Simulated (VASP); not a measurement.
# SiC (F-43m) in VASP: Born charges and dielectric tensor with PBE

Aim: the Born charges and dielectric tensor of SiC with PBE.

All numbers are computed with VASP 6.6.1; they aren't measurements. Logs are shortened: lines on timing, memory, paths and dates and some standing lists are left out, and cuts for length are marked.

**What was measured.**

From “Insight into the structural, elastic and electronic properties of a new orthorhombic 6O-SiC polytype”, 2020, pmc:7200658, for a bulk crystal of SiC: band gap 2.4 eV (indirect).

From “Infrared properties of SiC particles”, 1999, arxiv:astro-ph/9903031, for a bulk crystal of SiC: high-frequency dielectric constant 6.49.

The results are compared with them further down.

### 1 The structure

It takes space group F-43m (No. 216, cubic). The conventional cell has a = 4.379 Å, b = 4.379 Å, c = 4.379 Å, α = 90.00°, β = 90.00°, γ = 90.00°. Si (site symmetry -43m) is surrounded by 4 C at 1.90 Å. C (site symmetry -43m) is surrounded by 4 Si at 1.90 Å.

### 2 Born charges and dielectric tensor, PBE

File INCAR:

```
SYSTEM = SiC
PREC = Accurate
ENCUT = 520
EDIFF = 1E-8
ISMEAR = 0
SIGMA = 0.02
LREAL = .FALSE.
LASPH = .TRUE.
NELM = 100
ALGO = Normal
ISIF = 2
LWAVE = .FALSE.
LCHARG = .FALSE.
GGA = PE
LEPSILON = .TRUE.
IBRION = 8
NSW = 1
```

File KPOINTS:

```
Automatic mesh
0
G
  12 12 12
  0 0 0
```

File POSCAR:

```
SiC                                     
1.0
    0.0000000000      2.1897021500      2.1897021500
    2.1897021500      0.0000000000      2.1897021500
    2.1897021500      2.1897021500      0.0000000000
  Si              C             
     1     1
Direct
     0.0000000000000000    0.0000000000000000    0.0000000000000000
     0.2500000000000000    0.2500000000000000    0.2500000000000000
```

Potentials or basis: VASP PAW PBE potentials, release 64 (Si, C).

Command:

```sh
> cat potpaw_PBE.64/Si/POTCAR potpaw_PBE.64/C/POTCAR > POTCAR
> mpirun -np 1 vasp_std > vasp.out
```

OUTCAR:

```text
SYSTEM = SiC
   PREC = Accurate
   ENCUT = 520
   EDIFF = 1E-8
   ISMEAR = 0
   LREAL = .FALSE.
   LASPH = .TRUE.
   NELM = 100
   ISIF = 2
   GGA = PE
   LEPSILON = .TRUE.
   IBRION = 8
   NSW = 1

 ion  position               nearest neighbor table
   1  0.000  0.000  0.000-   2 1.90   2 1.90   2 1.90   2 1.90
   2  0.250  0.250  0.250-   1 1.90   1 1.90   1 1.90   1 1.90

  LATTYP: Found a face centered cubic cell.
 ALAT       =     4.3794043000

  Lattice vectors:

 A1 = (   0.0000000000,   2.1897021500,   2.1897021500)
 A2 = (   2.1897021500,   0.0000000000,   2.1897021500)
 A3 = (   2.1897021500,   2.1897021500,   0.0000000000)

Analysis of symmetry for initial positions (statically):
=====================================================================
 Subroutine PRICEL returns:
 Original cell was already a primitive cell.

 Routine SETGRP: Setting up the symmetry group for a
 face centered cubic supercell.

 Subroutine GETGRP returns: Found 24 space group operations
 (whereof 24 operations were pure point group operations)
 out of a pool of 48 trial point group operations.

The static configuration has the point symmetry T_d .

Analysis of symmetry for dynamics (positions and initial velocities):
=====================================================================
 Subroutine PRICEL returns:
 Original cell was already a primitive cell.

 Routine SETGRP: Setting up the symmetry group for a
 face centered cubic supercell.

 Subroutine GETGRP returns: Found 24 space group operations
 (whereof 24 operations were pure point group operations)
 out of a pool of 48 trial point group operations.

The dynamic configuration has the point symmetry T_d .

 Subroutine INISYM returns: Found 24 space group operations
 (whereof 24 operations are pure point group operations),
 and found     1 'primitive' translations

----------------------------------------------------------------------------------------

                                     Primitive cell

  volume of cell :      20.9983

  direct lattice vectors                    reciprocal lattice vectors
     0.000000000  2.189702150  2.189702150    -0.228341558  0.228341558  0.228341558
     2.189702150  0.000000000  2.189702150     0.228341558 -0.228341558  0.228341558
     2.189702150  2.189702150  0.000000000     0.228341558  0.228341558 -0.228341558

  length of vectors
     3.096706478  3.096706478  3.096706478     0.395499180  0.395499180  0.395499180

  position of ions in fractional coordinates (direct lattice)
     0.000000000  0.000000000  0.000000000
     0.250000000  0.250000000  0.250000000

  ion indices of the primitive-cell ions
   primitive index   ion index
                 1           1
                 2           2

----------------------------------------------------------------------------------------

 KPOINTS: Automatic mesh

Automatic generation of k-mesh.
 Grid dimensions read from file:
 generate k-points for:   12   12   12

 Generating k-lattice:

  Cartesian coordinates                     Fractional coordinates (reciprocal lattice)
    -0.019028463  0.019028463  0.019028463     0.083333333  0.000000000  0.000000000
[... 413 lines left out ...]
  ---------------------------------------------------
  free energy    TOTEN  =        -0.37637217 eV

  energy without entropy =       -0.37637217

------------------------ aborting loop because EDIFF is reached ----------------------------------------

--------------------------------------- Ionic step        2  -------------------------------------------

------------------------ aborting loop because EDIFF is reached ----------------------------------------

--------------------------------------- Ionic step        3  -------------------------------------------

------------------------ aborting loop because EDIFF is reached ----------------------------------------

 PIEZOELECTRIC TENSOR FIELD DIRECTION 3  (e Angst)
 -----------------------------------------------------------------------------
    -0.00068 -1.28970  0.00000           ( -0.00000 -0.05366  0.00000)
    -1.28970 -0.00068  0.00000           ( -0.05366 -0.00000  0.00000)
     0.00000  0.00000  0.00084           (  0.00000  0.00000 -0.00000)

 PIEZOELECTRIC TENSOR FIELD DIRECTION 3  (C/m^2)
 -----------------------------------------------------------------------------
    -0.00052 -0.98405  0.00000
    -0.98405 -0.00052  0.00000
     0.00000  0.00000  0.00064

--------------------------------------- Ionic step        4  -------------------------------------------

------------------------ aborting loop because EDIFF is reached ----------------------------------------

[... ionic steps 5 to 6 ...]

--------------------------------------- Ionic step        7  -------------------------------------------

 Free energy of the ion-electron system (eV)
  ---------------------------------------------------
  ---------------------------------------------------
  free energy    TOTEN  =        -0.12459390 eV

  energy without entropy =       -0.12459390

------------------------ aborting loop because EDIFF is reached ----------------------------------------

 INTERNAL STRAIN TENSOR  FOR ION    2  DIRECTION 1   (eV/Angst):
 -----------------------------------------------------------------------------
    -0.00598  0.00000  0.00000
     0.00000  0.00255 -7.52534
     0.00000 -7.52534  0.00255

 MACROSCOPIC STATIC DIELECTRIC TENSOR (including local field effects in DFT)
 ------------------------------------------------------
           7.011966     0.000000    -0.000000
          -0.000000     7.011966     0.000000
          -0.000000    -0.000000     7.011966
 ------------------------------------------------------

 PIEZOELECTRIC TENSOR (including local field effects)  for field in x, y, z        (e  Angst)
          XX          YY          ZZ          XY          YZ          ZX
  --------------------------------------------------------------------------------
  x    -0.00000    -0.00000    -0.00000     0.00000    -1.28763     0.00000
  y    -0.00000     0.00000     0.00000     0.00000     0.00000    -1.28763
  z    -0.00000    -0.00000    -0.00000    -1.28763     0.00000     0.00000

 PIEZOELECTRIC TENSOR (including local field effects)  for field in x, y, z        (C/m^2)
          XX          YY          ZZ          XY          YZ          ZX
  --------------------------------------------------------------------------------
  x    -0.00000    -0.00000    -0.00000     0.00000    -0.98247     0.00000
  y    -0.00000     0.00000     0.00000     0.00000     0.00000    -0.98247
  z    -0.00000    -0.00000    -0.00000    -0.98247     0.00000     0.00000

 BORN EFFECTIVE CHARGES (including local field effects) (in |e|, cummulative output)
 ---------------------------------------------------------------------------------
 ion    1
    1     2.68363    -0.00000    -0.00000
    2     0.00000     2.68363    -0.00000
    3     0.00000    -0.00000     2.68363
 ion    2
    1    -2.68363     0.00000     0.00000
    2    -0.00000    -2.68363     0.00000
    3    -0.00000     0.00000    -2.68363

 INTERNAL STRAIN TENSOR FOR ION    2 for displacements in x,y,z  (eV/Angst):
          X           Y           Z          XY          YZ          ZX
  --------------------------------------------------------------------------------
  x     0.00000     0.00000     0.00000     0.00000    -7.52534     0.00000
  y    -0.00000     0.00000    -0.00000     0.00000     0.00000    -7.52534
  z     0.00000     0.00000     0.00000    -7.52534     0.00000     0.00000

 SECOND DERIVATIVES (NOT SYMMETRIZED)
 ------------------------------------
               1X          1Y          1Z          2X          2Y          2Z
  1X   -18.578342    0.000000    0.000000   18.578342    0.000000    0.000000
  1Y     0.000000  -18.578342    0.000000    0.000000   18.578342    0.000000
  1Z     0.000000    0.000000  -18.578342    0.000000    0.000000   18.578342
  2X    18.585128    0.000000    0.000000  -18.585128    0.000000    0.000000
  2Y     0.000000   18.585128    0.000000    0.000000  -18.585128    0.000000
  2Z     0.000000    0.000000   18.585128    0.000000    0.000000  -18.585128

 Eigenvectors and eigenvalues of the dynamical matrix
 ----------------------------------------------------

   1 f  =   23.234508 THz   145.986719 2PiTHz  775.019764 cm-1    96.090161 meV
             X         Y         Z           dx          dy          dz
      0.000000  0.000000  0.000000     0.000000    0.547247    0.000000
      1.094851  1.094851  1.094851     0.000000   -0.836971    0.000000
[... 21 lines left out ...]
   6 f/i=    0.001943 THz     0.012211 2PiTHz    0.064825 cm-1     0.008037 meV
             X         Y         Z           dx          dy          dz
      0.000000  0.000000  0.000000     0.000000    0.000000    0.836971
      1.094851  1.094851  1.094851     0.000000    0.000000    0.547247

--------------------------------------------------------------------------------------------------------

 MACROSCOPIC STATIC DIELECTRIC TENSOR IONIC CONTRIBUTION
 ------------------------------------------------------
           3.339947    -0.000000     0.000000
          -0.000000     3.339947    -0.000000
           0.000000    -0.000000     3.339947
 ------------------------------------------------------

 ELASTIC MODULI CONTR FROM IONIC RELAXATION (kBar)
 Direction    XX          YY          ZZ          XY          YZ          ZX
 --------------------------------------------------------------------------------
 XX          -0.0000      0.0000      0.0000     -0.0000      0.0000     -0.0000
 YY           0.0000     -0.0000     -0.0000     -0.0000     -0.0000     -0.0000
 ZZ           0.0000     -0.0000     -0.0000      0.0000     -0.0000     -0.0000
 XY          -0.0000     -0.0000      0.0000   -211.7730      0.0000      0.0000
 YZ           0.0000     -0.0000     -0.0000      0.0000   -211.7730     -0.0000
 ZX          -0.0000     -0.0000     -0.0000      0.0000     -0.0000   -211.7730
 --------------------------------------------------------------------------------

 PIEZOELECTRIC TENSOR IONIC CONTR  for field in x, y, z        (C/m^2)
          XX          YY          ZZ          XY          YZ          ZX
  --------------------------------------------------------------------------------
  x    -0.00000     0.00000     0.00000    -0.00000     0.79137     0.00000
  y     0.00000     0.00000     0.00000    -0.00000     0.00000     0.79137
  z     0.00000     0.00000    -0.00000     0.79137     0.00000    -0.00000
```

It took 7.2 min on 1 thread of AMD EPYC 7R43 (Zen 3), shared host; peak memory 0.21 GiB.

Results:

| Item | Value |
| --- | --- |
| Band gap on the k mesh | 1.37 eV, indirect (least direct gap 4.53 eV) |
| Electronic dielectric tensor (diagonal) | 7.01 |
| Born charges (mean of the diagonal) | Si +2.68; C -2.68 e |
| Highest phonon frequency at Γ, LO-TO splitting left out | 775 cm⁻¹ |

Levels at points of the mesh, in eV from the valence-band top:
```
           k point  band 1  band 2  band 3  band 4  band 5  band 6  band 7  band 8
(0.00, 0.00, 0.00)  -15.29    0.00    0.00    0.00    6.06    7.21    7.21    7.21
(0.50, 0.00, 0.00)  -11.78   -8.45   -1.05   -1.05    5.30    7.17    7.17    9.97
(0.50, 0.50, 0.00)  -10.34   -7.75   -3.16   -3.16    1.37    4.27   13.86   13.86
```

Phonon frequencies in cm⁻¹ (negative: imaginary):
| q point | frequencies |
| --- | --- |
| (0.000, 0.000, 0.000) | 0 0 0 775 775 775 |

Electronic dielectric tensor:
```
7.01 0.00 0.00
0.00 7.01 0.00
0.00 0.00 7.01
```

Born effective charge tensors (e):
atom 1, Si
```
2.68 0.00 0.00
0.00 2.68 0.00
0.00 0.00 2.68
```
atom 2, C
```
-2.68  0.00  0.00
 0.00 -2.68  0.00
 0.00  0.00 -2.68
```

### 3 Against experiment

Step 2. Measured gap of SiC: 2.4 eV (indirect; quoted in “Insight into the structural, elastic and electronic properties of a new orthorhombic 6O-SiC polytype”, 2020, pmc:7200658). This calculation gives 1.37 eV (-1.03 eV). The value is that of PBE on a finite k mesh, which can miss the band edges, without temperature or zero-point motion. Semilocal functionals fall short of measured gaps as a rule. Measured high-frequency dielectric constant of SiC: 6.49 (quoted in “Infrared properties of SiC particles”, 1999, arxiv:astro-ph/9903031). This calculation gives 7.01 (+8.0 %).
